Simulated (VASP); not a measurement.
Write the native input for VASP 6.6.1 that does the following.

```yaml
Task: electrostatic potential
Functional: PBE
Potentials_or_basis: VASP PAW PBE potentials, release 64 (Y_sv)
Cutoff: 230 eV
k_mesh: 14 × 14 × 8
Occupations: methfessel-paxton, width 0.1 eV
Spin: no spin polarisation
Further_INCAR_settings: ALGO = Normal; EDIFF = 1e-06
```

The structure of Y lies in POSCAR:

```
Y                                       
1.0
    3.6427443070     -0.0000000000      0.0000000000
   -1.8213721535      3.1547091056      0.0000000000
    0.0000000000     -0.0000000000      5.6488111011
  Y             
     2
Direct
     0.3333333300000021    0.6666666699999979    0.2500000000000000
     0.6666666699999979    0.3333333300000021    0.7500000000000000
```

The cell was built by a generator and needn't be a form met in nature.

One way to write it, as run:

INCAR

```
PREC = Accurate
ENCUT = 230
EDIFF = 1E-6
ISMEAR = 1
SIGMA = 0.1
LREAL = F
LASPH = T
NELM = 100
ALGO = Normal
ISIF = 2
LWAVE = F
LCHARG = T
GGA = PE
LVHAR = T
```

KPOINTS

```
regular mesh
0
Gamma
  14 14 8
```

Potentials or basis: VASP PAW PBE potentials, release 64 (Y_sv).

Launch:

```bash
$ cat potpaw_PBE.64/Y_sv/POTCAR > POTCAR
$ mpirun -np 1 vasp_std > vasp.out
```

Results of the run:

- Band gap on the k mesh: none (metal or under the smearing width)

Wall time 42 s on 1 thread of Intel(R) Xeon(R) Platinum 8559C (Emerald Rapids), with other jobs on the host, peak memory 0.15 GiB.
